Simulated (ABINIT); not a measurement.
The system is Ge.

```xyz
2
Lattice="0.0000 2.8289 2.8289 2.8289 0.0000 2.8289 2.8289 2.8289 0.0000" Properties=species:S:1:pos:R:3 pbc="T T T"
Ge    4.2434    4.2434    4.2434
Ge    2.8289    2.8289    2.8289
```

Base run:

```yaml
Program: ABINIT 10.8.3 (patched build)
Functional: rPW86PBE
Potentials_or_basis: PseudoDojo NC SR PBE v0.4.1 standard
Cutoff: 1061 eV
k_mesh: 8 × 8 × 8
Occupations: fermi-dirac, width 0.05 eV
Spin: no spin polarisation
```

Its results: band gap on the k mesh none (metal or under the smearing width); pressure 6.2 GPa.

Question: The run is repeated on the same cell with these changes: functional from rPW86PBE to revPBE. What comes out?

Answer: Band gap on the k mesh 0.16 eV, direct; pressure 5.5 GPa.

Caveats: the potentials were made for another functional, which shifts forces and pressure; this crystal is a semiconductor, whose small gap the functional closes, so the metal is an error of the method (some runs).
